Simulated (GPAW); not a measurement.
# Calculated records

## How the form of the self-energy moves the gap of SnCl2 (1T monolayer)

The cell holds 3 atoms: 1 Sn and 2 Cl. Cell: a = 4.113 Å, b = 4.113 Å, c = 13.800 Å, α = 90.0°, β = 90.0°, γ = 120.0°. Vacuum lies along c.

* method: DFT, LDA, plane waves, PAW (and 3 further levels or steps)
* program: GPAW 26.7.0
* settings: cutoff 450 eV, GPAW PAW setups 1.2.1 data release, 6×6×1 k-mesh, nbands 338
* cost: 4 runs, 9.6 min in all on 4 MPI ranks of Arm Neoverse V1, shared host
* notes: The structure was relaxed with LDA. Limits: no spin-orbit coupling.
* one-shot HSE06: 3.185 eV
* G0W0, extrapolated in the cutoff: 4.229 eV
* one-shot PBE0: 3.912 eV
* known limits: short of the basis limit; no spin-orbit coupling

G0W0, extrapolated in the cutoff: +1.044 eV against one-shot HSE06. One-shot PBE0: +0.726 eV against one-shot HSE06.

[Paths, hosts, dates, memory and timing lines, banners, echoed tables and standing remarks are left out of the program output; an Ansatz launch command may be rebuilt from the run's recorded settings. Measured values are a selection of at most five: reports struck by readers or far from the other reports are left out. None is set beside runs whose start may be inverted or whose files or cutoffs have a known fault.]

[Runs of the session that timed out or met a known fault of the program may be left out.]

[Hosts, paths, dates, database ids (printed as entryN), source tags and the programs' standing remarks are cut or masked in the printed files.]

[Where the starting crystal was built by hand or by swapping elements, it need not be the compound's stable phase.]
